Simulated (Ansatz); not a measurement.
Runs of Ansatz 0.2.0 on Al2O3. Symmetry: P-6m2, No. 187, hexagonal system. Conventional cell: a = 2.884 Å, b = 2.884 Å, c = 9.337 Å, α = 90.00°, β = 90.00°, γ = 120.00°. Al (site symmetry 3m) has 3 O at 1.80 Å as nearest neighbours. Around O (site symmetry 3m) lie 3 Al at 1.80 Å. O (site symmetry -6m2) has 6 Al at 2.18 Å as nearest neighbours. Measurements of this composition are mostly on another form, of space group No. 167.

```tsv
task	level	cell	smearing	gap on the mesh (eV)	pressure (GPa)	relaxed volume (Å³/atom)
relaxation of cell and atoms	BLYP+D4	relaxed	fermi-dirac 0.05 eV	4.70	0.0	10.07
relaxation of cell and atoms	PBE+D4	relaxed	fermi-dirac 0.05 eV	4.57	0.0	10.36
single point	PBE	as given	gaussian 0.015 eV	4.79	0.1	-
relaxation of cell and atoms	PBEsol+D3(BJ)	relaxed	fermi-dirac 0.05 eV	(a)	0.0	(b)
```

Alike in all rows: potentials or basis Ansatz PAW; no spin polarisation; k mesh 11 × 11 × 3; cutoff (eV) 420.

Q: Estimate the missing entries.

A: (a) 4.62; (b) 10.11.

Caveats: odd divisions of the mesh miss points on the zone boundary, where band edges often lie, so the gap on the mesh can be too wide; the volume moved by over 15 % at a fixed basis, so the end points are rough (some runs); the plane-wave basis is chosen anew once the cell has moved, so the energies of steps on either side of that aren't comparable (some runs); the PAW data sets come from PBE, with cores solved anew for the run's functional, which leaves a small shift of forces and pressure (some runs).

A k mesh can miss the band edges.
